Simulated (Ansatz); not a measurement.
# LiF: the cost of one run

Computed with Ansatz 0.2.0 (DFT, PBE, plane-wave PAW, default files, scalar-relativistic, unless a step's input says otherwise).

### Step 1. Starting point

Symmetry: P6_3mc, No. 186, hexagonal system. Conventional cell: a = 3.061 Å, b = 3.061 Å, c = 4.807 Å, α = 90.00°, β = 90.00°, γ = 120.00°. Li (site symmetry 3m) has 4 F at 1.85 to 1.86 Å as nearest neighbours. F (site symmetry 3m) is surrounded by 4 Li at 1.85 to 1.86 Å.

As a file:

```
CELL_PARAMETERS angstrom
3.06094 0.00000 0.00000
-1.53047 2.65085 0.00000
0.00000 0.00000 4.80732
ATOMIC_POSITIONS crystal
Li 0.33333 0.66667 0.38115
Li 0.66667 0.33333 0.88115
F 0.33333 0.66667 0.99384
F 0.66667 0.33333 0.49384
```

### Step 2. Gradients at the starting positions

The input, input.yaml:

```yaml
crystal:
  lattice:
    - [3.0609398175, 0.0, 0.0]
    - [-1.5304699087, 2.6508516414, 0.0]
    - [0.0, 0.0, 4.80732457]
  atoms:
    - { symbol: Li, position: [0.3333333333, 0.6666666667, 0.38115426] }
    - { symbol: Li, position: [0.6666666667, 0.3333333333, 0.88115426] }
    - { symbol: F, position: [0.3333333333, 0.6666666667, 0.99384374] }
    - { symbol: F, position: [0.6666666667, 0.3333333333, 0.49384374] }
kpoints:
  mp_grid: { grid: [7, 7, 4] }
scf:
  occupations: { method: fermi_dirac, width: 0.02 }
hamiltonian:
  xc: pbe
  pseudopotentials: { kind: paw }
output:
  forces: true
  stress: true
  populations: true
  efg: { quadrupole_moments_barn: { Li: -0.0401 }, contact_densities: true }
  write_density: true
  write_potential: true
  elf: true
  volumetric_format: npy
```

Started as:

```
ansatz run input.yaml --threads 1 --pin off --max-ram 2560MiB --backend cpu --events-out ev --progress --plain --runs-dir out
```

Q: Estimate wall time and peak memory on 1 thread of Arm Neoverse V1, shared host.

About 2.8 s, with a peak of 0.3 GiB.
